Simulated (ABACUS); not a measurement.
# GaN (F-43m) in ABACUS: further runs

One crystal, GaN, is run at these levels: PBE; tasks: single point.

Program: ABACUS 3.10.1. These are calculated values, not measurements. Logs are shortened: lines on timing, memory, paths and dates and some standing lists are left out, and cuts for length are marked.

**The experiment to reproduce.**

A printed reference work, textbook reports, for a bulk crystal of GaN at 0 K: band gap 3.299 eV (direct).

The runs below are set against these values where they give the same quantity.

### 1 The crystal as given

Symmetry: F-43m, No. 216, cubic system. The conventional cell has a = 4.507 Å, b = 4.507 Å, c = 4.507 Å, α = 90.00°, β = 90.00°, γ = 90.00°. Ga (site symmetry -43m) has 4 N at 1.95 Å as nearest neighbours. N (site symmetry -43m) has 4 Ga at 1.95 Å as nearest neighbours.

The cell is a database's computed one.

### 2 Single point, PBE

INPUT

```
INPUT_PARAMETERS
suffix              GaN
calculation         scf
basis_type          lcao
pseudo_dir          ./
orbital_dir         ./
symmetry            1
dft_functional      pbe
ecutwfc             100
pseudo_rcut         10
nspin               1
nbands              13
ks_solver           genelpa
smearing_method     fd
smearing_sigma      0.00367493
scf_thr             1e-07
scf_nmax            100
mixing_type         broyden
mixing_beta         0.7
cal_force           1
cal_stress          1
out_mul             1
out_chg             1
out_pot             2
out_elf             1
```

STRU

```
ATOMIC_SPECIES
Ga 69.7230 Ga.upf
N 14.0070 N.upf

NUMERICAL_ORBITAL
Ga_confined-atom_8au_2s2p2d.orb
N_confined-atom_6au_2s2p1d.orb

LATTICE_CONSTANT
1.8897261246

LATTICE_VECTORS
0.0000000000 2.2535006075 2.2535006075
2.2535006075 0.0000000000 2.2535006075
2.2535006075 2.2535006075 0.0000000000

ATOMIC_POSITIONS
Direct

Ga
0.0
1
0.0000000000 0.0000000000 0.0000000000 1 1 1

N
0.0
1
0.2500000000 0.2500000000 0.2500000000 1 1 1
```

KPT

```
K_POINTS
0
Gamma
10 10 10 0 0 0
```

Potentials or basis: PseudoDojo NC SR 0.4.1 PBE standard, DZP LCAO (the cutoffs set its grid).

Launch:

```bash
> OMP_NUM_THREADS=1 mpirun -np 4 abacus > log
```

running log:

```text
ABACUS v3.10.1

               Atomic-orbital Based Ab-initio Computation at UStc

 ------------------------------------------------------------------------------------

 READING GENERAL INFORMATION
                           global_out_dir = OUT.GaN/
                           global_in_card = INPUT
                               pseudo_dir = ./
                              orbital_dir = ./
                                    DSIZE = 4
                                    GSIZE = 1

 READING UNITCELL INFORMATION
                                    ntype = 2
                  lattice constant (Bohr) = 1.88973
              lattice constant (Angstrom) = 1

 READING ATOM TYPE 1
                               atom label = Ga
                      L=0, number of zeta = 2
                      L=1, number of zeta = 2
                      L=2, number of zeta = 2
             number of atom for this type = 1

 READING ATOM TYPE 2
                               atom label = N
                      L=0, number of zeta = 2
                      L=1, number of zeta = 2
                      L=2, number of zeta = 1
             number of atom for this type = 1

                        TOTAL ATOM NUMBER = 2
DIRECT COORDINATES
    atom                   x                   y                   z     mag                  vx                  vy                  vz
taud_Ga1            0.0000000000        0.0000000000        0.0000000000  0.0000        0.0000000000        0.0000000000        0.0000000000
taud_N1            0.2500000000        0.2500000000        0.2500000000  0.0000        0.0000000000        0.0000000000        0.0000000000

                          Volume (Bohr^3) = 154.454
                             Volume (A^3) = 22.8877

 Lattice vectors: (Cartesian coordinate: in unit of a_0)
                   +0             +2.2535             +2.2535
              +2.2535                  +0             +2.2535
              +2.2535             +2.2535                  +0
 Reciprocal vectors: (Cartesian coordinate: in unit of 2 pi/a_0)
            -0.221877           +0.221877           +0.221877
            +0.221877           -0.221877           +0.221877
            +0.221877           +0.221877           -0.221877
 The esolver type has been set to : ksdft_lcao

                PAO radial cut off (Bohr) = 10

 Read in pseudopotential file is Ga.upf
                     pseudopotential type = NC
          exchange-correlation functional = PBE
                 nonlocal core correction = 1
                        valence electrons = 13
                                     lmax = 2
                           number of zeta = 3
                     number of projectors = 6
                           L of projector = 0
[... 5 lines left out ...]
                PAO radial cut off (Bohr) = 10

 Read in pseudopotential file is N.upf
                     pseudopotential type = NC
          exchange-correlation functional = PBE
                 nonlocal core correction = 1
                        valence electrons = 5
                                     lmax = 1
                           number of zeta = 2
                     number of projectors = 4
                           L of projector = 0
                           L of projector = 0
                           L of projector = 1
                           L of projector = 1
     initial pseudo atomic orbital number = 13

 SETUP THE ELECTRONS NUMBER
            electron number of element Ga = 13
      total electron number of element Ga = 13
             electron number of element N = 5
       total electron number of element N = 5
            AUTOSET number of electrons:  = 18
                           occupied bands = 9
                                   NLOCAL = 31
                                   NBANDS = 13
                                   NBANDS = 13
                                   NLOCAL = 31

%%%%%%%%%%%%%%%%%%%%%%%%%%%%%%%%%%%%%%%%%%%%%%%%%%%%%%%%%%%%%%%%%%%%%%%%%%%%%%%%%%%%%%%%%%%%%%%%%%%%%%%%%%
 Warning: the number of valence electrons in pseudopotential > 3 for Ga: [Ar] 3d10 4s2 4p1
 Pseudopotentials with additional electrons can yield (more) accurate outcomes, but may be less efficient.
 If you're confident that your chosen pseudopotential is appropriate, you can safely ignore this warning.
%%%%%%%%%%%%%%%%%%%%%%%%%%%%%%%%%%%%%%%%%%%%%%%%%%%%%%%%%%%%%%%%%%%%%%%%%%%%%%%%%%%%%%%%%%%%%%%%%%%%%%%%%%

 SETUP THE PLANE WAVE BASIS
 energy cutoff for charge/potential (unit:Ry) = 400
            fft grid for charge/potential = [ 40, 40, 40 ]
                        fft grid division = [ 5, 5, 5 ]
        big fft grid for charge/potential = [ 8, 8, 8 ]
                                     nbxx = 128
                                     nrxx = 16000

 SETUP PLANE WAVES FOR CHARGE/POTENTIAL
                    number of plane waves = 20827
                         number of sticks = 1003

 PARALLEL PW FOR CHARGE/POTENTIAL
     PROC   COLUMNS(POT)             PW
        1            251           5208
        2            251           5208
        3            251           5206
        4            250           5205
 --------------- sum -------------------
        4           1003          20827
                            number of |g| = 244
                                  max |g| = 35.9867
                                  min |g| = 0.393835

----------- Double Check Mixing Parameters Begin ------------
[... 42 lines left out ...]
                                       C3 = 8
                                       C4 = 0
                                       C6 = 0
                                       S1 = 6
                                       S3 = 0
                                       S4 = 6
                                       S6 = 0
               POINT GROUP IN SPACE GROUP = T_d

 SETUP K-POINTS
                                    nspin = 1
                   Input type of k points = Monkhorst-Pack(Gamma)
                                   nkstot = 1000
                       right hand lattice = 1
(for reciprocal lattice: )
                             BRAVAIS TYPE = 2
                     BRAVAIS LATTICE NAME = 02. Cubic I (body-centered)
                                    ibrav = 2
                       right hand lattice = 1
(for k-lattice: )
                             BRAVAIS TYPE = 2
                     BRAVAIS LATTICE NAME = 02. Cubic I (body-centered)
                                    ibrav = 2
                       right hand lattice = 1
                        ROTATION MATRICES = 48
                               nkstot_ibz = 47
K-POINTS REDUCTION ACCORDING TO SYMMETRY
     IBZ    DIRECT_X    DIRECT_Y    DIRECT_Z  WEIGHT  ibz2bz
       1  0.00000000  0.00000000  0.00000000  0.0010       0
       2  0.10000000  0.10000000  0.10000000  0.0080       1
       3  0.20000000  0.20000000  0.20000000  0.0080       2
       4  0.30000000  0.30000000  0.30000000  0.0080       3
       5  0.40000000  0.40000000  0.40000000  0.0080       4
       6  0.50000000  0.50000000  0.50000000  0.0040       5
[... 22 lines left out ...]
      29  0.50000000  0.50000000  0.10000000  0.0240      45
      30 -0.20000000  0.40000000  0.40000000  0.0120      46
[... 17 further k points ...]

                               nkstot now = 47
[... K-POINTS DIRECT COORDINATES: 47 rows ...]

           k-point number in this process = 47
       minimum distributed K point number = 47
[... stars of the k points ...]

[... K-POINTS CARTESIAN COORDINATES: 47 rows ...]

[... K-POINTS DIRECT COORDINATES: 47 rows ...]

 SETUP PLANE WAVES FOR WAVE FUNCTIONS
     energy cutoff for wavefunc (unit:Ry) = 100
              fft grid for wave functions = [ 40, 40, 40 ]
                    number of plane waves = 3527
                         number of sticks = 313

 PARALLEL PW FOR WAVE FUNCTIONS
     PROC   COLUMNS(POT)             PW
        1             79            882
        2             79            882
        3             78            881
        4             77            882
 --------------- sum -------------------
        4            313           3527

 SET NONLOCAL PSEUDOPOTENTIAL PROJECTORS
 SET NONLOCAL PSEUDOPOTENTIAL PROJECTORS
 max number of nonlocal projetors among all species is 6

 -------------------------------------------
 SELF-CONSISTENT
 -------------------------------------------

 SETUP SEARCHING RADIUS FOR PROGRAM TO SEARCH ADJACENT ATOMS
                  longest orb rcut (Bohr) = 8
   longest nonlocal projector rcut (Bohr) = 1.94
                     search radius (Bohr) = 19.9
              searching radius is (Bohr)) = 19.9
         searching radius unit is (Bohr)) = 1.89
                         PeriodicBoundary = 1
                        Radius(unit:lat0) = 10.5
                                   glayer = [ 6, 6, 6 ]
                             glayer_minus = [ 5, 5, 5 ]

Find the coordinate range of the input atom(unit:lat0).
                                  min_tau = [ -22.5, -22.5, -22.5 ]
                                  max_tau = [ 23.7, 23.7, 23.7 ]
                                BoxNumber = [ 11, 11, 11 ]

 SETUP EXTENDED REAL SPACE GRID FOR GRID INTEGRATION
                          real space grid = [ 40, 40, 40 ]
                 big cell numbers in grid = [ 8, 8, 8 ]
             meshcell numbers in big cell = [ 5, 5, 5 ]
                        extended fft grid = [ 14, 14, 14 ]
                dimension of extened grid = [ 37, 37, 37 ]
                            UnitCellTotal = 125
              Atom number in sub-FFT-grid = 2
    Local orbitals number in sub-FFT-grid = 31
                                ParaV.nnr = 29368
                                 init_chg = atomic

 LCAO ALGORITHM --------------- ION=   1  ELEC=   1--------------------------------

 Density error is 0.119039388004
----------------------------------------------------------
     Energy           Rydberg                 eV
----------------------------------------------------------
 E_KohnSham     -173.5185711498      -2360.8412764556
 E_Harris       -173.7071908065      -2363.4075785411
 E_Fermi        0.7540976003         10.2600242123
----------------------------------------------------------
[... 80 lines left out ...]
 Density error is 3.65498535302e-08
----------------------------------------------------------
     Energy           Rydberg                 eV
----------------------------------------------------------
 E_KohnSham     -173.7322053779      -2363.7479192450
 E_KS(sigma->0) -173.7322053779      -2363.7479192450
 E_Harris       -173.7322046116      -2363.7479088201
 E_band         0.6911481536         9.4035530508
 E_one_elec     -52.4875120123       -714.1292372101
 E_Hartree      43.5581096151        592.6384848745
 E_xc           -48.1284858645       -654.8216438700
 E_Ewald        -116.6743171162      -1587.4355230393
 E_entropy(-TS) -0.0000000000        -0.0000000000
 E_descf        0.0000000000         0.0000000000
 E_exx          0.0000000000         0.0000000000
 E_Fermi        0.8569300963         11.6591320971
----------------------------------------------------------

 charge density convergence is achieved
 final etot is -2363.7479192 eV
 EFERMI = 11.659132097 eV
The vacuum level is 11.664409351 eV

 STATE ENERGY(eV) AND OCCUPATIONS    NSPIN == 1
 1/47 kpoint (Cartesian) = 0.0000 0.0000 0.0000 (661 pws)
       1       -5.26817     0.00200000
       2       -3.09033     0.00200000
       3       -3.09033     0.00200000
       4       -3.09033     0.00200000
       5       -2.78042     0.00200000
       6       -2.78042     0.00200000
       7        10.6571     0.00200000
       8        10.6571     0.00200000
       9        10.6571     0.00200000
      10        12.8251    1.49261e-13
      11        21.0030    1.38503e-84
      12        21.0030    1.38503e-84
      13        21.0030    1.38503e-84
[... 61 lines left out ...]
 6/47 kpoint (Cartesian) = 0.11094 0.11094 0.11094 (655 pws)
       1       -4.51178     0.00800000
       2       -3.00523     0.00800000
       3       -3.00523     0.00800000
       4       -2.73438     0.00800000
       5       -2.73438     0.00800000
       6       -1.42614     0.00800000
       7        3.55934     0.00800000
       8        9.65147     0.00800000
       9        9.65147     0.00800000
      10        15.5673    9.05736e-37
      11        19.6980    1.19652e-72
      12        20.9931    6.75451e-84
      13        20.9931    6.75451e-84

[... levels at 41 further k points ...]

 correction force for each atom along direction 1 is -0.0172190
 correction force for each atom along direction 2 is -0.00452541
 correction force for each atom along direction 3 is -0.00452852
------------------------------------------------------------------------------------------
 TOTAL-FORCE (eV/Angstrom)
------------------------------------------------------------------------------------------
                       Ga1         0.0000000000         0.0000000000         0.0000000000
                        N1         0.0000000000         0.0000000000         0.0000000000
------------------------------------------------------------------------------------------

----------------------------------------------------------------
 TOTAL-STRESS (KBAR)
----------------------------------------------------------------
        73.3788689373         0.0000000000         0.0000000000
        -0.0000000000        73.3788689373        -0.0000000000
         0.0000000000         0.0000000000        73.3788689373
----------------------------------------------------------------
 TOTAL-PRESSURE: 73.378869 KBAR

 --------------------------------------------
 !FINAL_ETOT_IS -2363.7479192450373375 eV
 --------------------------------------------
```

Run time: 6.4 s. Hardware: 4 MPI ranks of Intel Xeon at 2.60GHz (Ice Lake), shared host; peak memory 0.4 GiB.

What came out:

| Quantity | Value |
| --- | --- |
| Free energy | -2363.7479 eV |
| Pressure | 7.3 GPa |
| Band gap on the k mesh | 2.17 eV, direct |
| Mulliken charges | Ga +0.72; N -0.72 e |

Caveat: the atomic orbitals were generated for these runs and aren't a published set; Mulliken charges move with the basis; the basis of atomic orbitals isn't converged, which shifts pressures, moduli and gaps.

### 3 Single point, PBE (atoms moved at random, drawn with an rms of 0.05 Å)

INPUT: that of step 2 with these lines changed.

```diff
@@ -22,4 +22 @@
 out_mul             1
-out_chg             1
-out_pot             2
-out_elf             1
```

STRU: that of step 2 with these lines changed.

```diff
@@ -22,3 +22,3 @@
 1
-0.0000000000 0.0000000000 0.0000000000 1 1 1
+0.0064260000 -0.0016860000 -0.0053100000 1 1 1
 
@@ -27,2 +27,2 @@
 1
-0.2500000000 0.2500000000 0.2500000000 1 1 1
+0.2425010000 0.2481970000 0.2566230000 1 1 1
```

KPT is that of step 2.

Potentials or basis: PseudoDojo NC SR 0.4.1 PBE standard, DZP LCAO (the cutoffs set its grid).

Launch:

```bash
> OMP_NUM_THREADS=1 mpirun -np 4 abacus > log
```

It took 11 s on 4 MPI ranks of Intel Xeon at 2.60GHz (Ice Lake), shared host; peak memory 0.48 GiB.

It converged, with:

- Free energy: -2363.7368 eV
- Pressure: 7.5 GPa
- Largest force: 0.536 eV/Å
- Band gap on the k mesh: 2.08 eV, direct
- Mulliken charges: Ga +0.72; N -0.72 e

Forces in eV/Å, atoms in the order of the input:
```
Ga   0.344 -0.010 -0.411
N   -0.344  0.010  0.411
```

Stress tensor (GPa, compression positive):
```
 7.49  2.23  0.08
 2.23  7.60 -1.87
 0.08 -1.87  7.45
```

Caveat: the atomic orbitals were generated for these runs and aren't a published set; Mulliken charges move with the basis; the basis of atomic orbitals isn't converged, which shifts pressures, moduli and gaps.

### 4 Single point, PBE

INPUT is that of step 3.

STRU

```
ATOMIC_SPECIES
Ga 69.7230 Ga.upf
N 14.0070 N.upf

NUMERICAL_ORBITAL
Ga_confined-atom_8au_1s1p1d.orb
N_confined-atom_6au_1s1p.orb

LATTICE_CONSTANT
1.8897261246

LATTICE_VECTORS
0.0000000000 2.2535006075 2.2535006075
2.2535006075 0.0000000000 2.2535006075
2.2535006075 2.2535006075 0.0000000000

ATOMIC_POSITIONS
Direct

Ga
0.0
1
0.0000000000 0.0000000000 0.0000000000 1 1 1

N
0.0
1
0.2500000000 0.2500000000 0.2500000000 1 1 1
```

KPT is that of step 3.

Potentials or basis: PseudoDojo NC SR 0.4.1 PBE standard, SZ LCAO (the cutoffs set its grid).

Launch:

```bash
> OMP_NUM_THREADS=1 mpirun -np 4 abacus > log
```

running log:

```text
ABACUS v3.10.1

               Atomic-orbital Based Ab-initio Computation at UStc

 ------------------------------------------------------------------------------------

 READING GENERAL INFORMATION
                           global_out_dir = OUT.GaN/
                           global_in_card = INPUT
                               pseudo_dir = ./
                              orbital_dir = ./
                                    DSIZE = 4
                                    GSIZE = 1

 READING UNITCELL INFORMATION
                                    ntype = 2
                  lattice constant (Bohr) = 1.88973
[... 456 lines left out ...]
       6       -1.33735     0.00800000
       7        3.69676     0.00800000
       8        9.91899     0.00800000
       9        9.91899     0.00800000
      10        16.2278    3.96950e-39
      11        21.1611    5.60277e-82
      12        23.2543        0.00000
      13        23.2543        0.00000

[... levels at 41 further k points ...]

 correction force for each atom along direction 1 is -0.0338095
 correction force for each atom along direction 2 is -0.00394004
 correction force for each atom along direction 3 is -0.00235244
------------------------------------------------------------------------------------------
 TOTAL-FORCE (eV/Angstrom)
------------------------------------------------------------------------------------------
                       Ga1         0.0000000000         0.0000000000         0.0000000000
                        N1         0.0000000000         0.0000000000         0.0000000000
------------------------------------------------------------------------------------------

----------------------------------------------------------------
 TOTAL-STRESS (KBAR)
----------------------------------------------------------------
       169.6105383557         0.0000000000        -0.0000000000
         0.0000000000       169.6105383557         0.0000000000
        -0.0000000000         0.0000000000       169.6105383557
----------------------------------------------------------------
 TOTAL-PRESSURE: 169.610538 KBAR

 --------------------------------------------
 !FINAL_ETOT_IS -2362.9495405390666747 eV
 --------------------------------------------
```

It took 2.5 s on 4 MPI ranks of Intel Xeon at 2.60GHz (Ice Lake), shared host; peak memory 0.4 GiB.

The run converged, but some of its settings lie outside the range that counts as converged, so its numbers aren't taken as properties of the crystal.

What came out:

```yaml
Free_energy: -2362.9495 eV
Pressure: 17.0 GPa
Band_gap_on_the_k_mesh: 1.92 eV, direct
Mulliken_charges: Ga +0.85; N -0.85 e
```

Caveat: the atomic orbitals were generated for these runs and aren't a published set; Mulliken charges move with the basis; the basis of atomic orbitals isn't converged, which shifts pressures, moduli and gaps.

### 5 Comparison with measurements

Step 2. Measured gap of GaN: 3.299 eV (direct; 0 K; a printed reference work, textbook). This calculation gives 2.17 eV (-1.13 eV). Spin-orbit coupling on Ga is left out. The value is that of PBE in an atomic basis (PseudoDojo NC SR 0.4.1 PBE standard, DZP LCAO (the cutoffs set its grid)), whose error adds to the functional's,, without temperature or zero-point motion. Semilocal functionals fall short of measured gaps as a rule. The cell is a database's relaxed one, not the measured one, which moves gaps too.
